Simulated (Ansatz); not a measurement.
Below is a relaxed structure of SnO. The cell was found from a structure generator's guess, not taken from experiment.

All numbers below come from DFT PBE, scalar-relativistic, plane waves, PAW (Ansatz 0.2.0). Cutoff 420 eV, Γ-centred mesh, Gaussian smearing, no spin polarisation.

```
Sn O
1.0
     3.42437    0.00000    0.00000
    -1.71219    2.96559    0.00000
     0.00000    0.00000    6.38239
Sn O
2 2
Direct
  0.33333 0.66667 0.25000
  0.66667 0.33333 0.75000
  0.00000 0.00000 0.00000
  0.00000 0.00000 0.50000
```

Formation energies are uncorrected and refer to the elements' standard structures at the same level (O₂ as a molecule). The references include grey tin.

Question: What space group does it have?

Answer: P6_3/mmc (No. 194), the anti-nickel arsenide type. Conventional cell: a = 3.424 Å, c = 6.382 Å. Sn is surrounded by 6 O at 2.54 Å; O has 6 Sn at 2.54 Å.

Question: How far does it lie from the elements in energy?

Answer: −0.77 eV/atom. A negative formation energy is needed for stability but isn't enough: competing phases decide.

Question: Is it a metal?

Answer: There is no gap on the 18×18×8 mesh, but valence and conduction bands overlap by only 0.22 eV, so at this level it is a semimetal.

Question: From what recipe could a structure generator have reached it?

Answer: One such recipe: close-packed anion layers stacked AA, next cell at A, with sites between them filled layer by layer (P6_3/mmc, No. 194). Other recipes can lead to the same cell.

The last run used an 18×18×8 mesh (in the run's order of axes) for its 4-atom cell and Gaussian smearing of 0.10 eV. The zero gap may come from the functional, which often closes small gaps. A structure relaxed within its symmetry needn't be a true minimum.
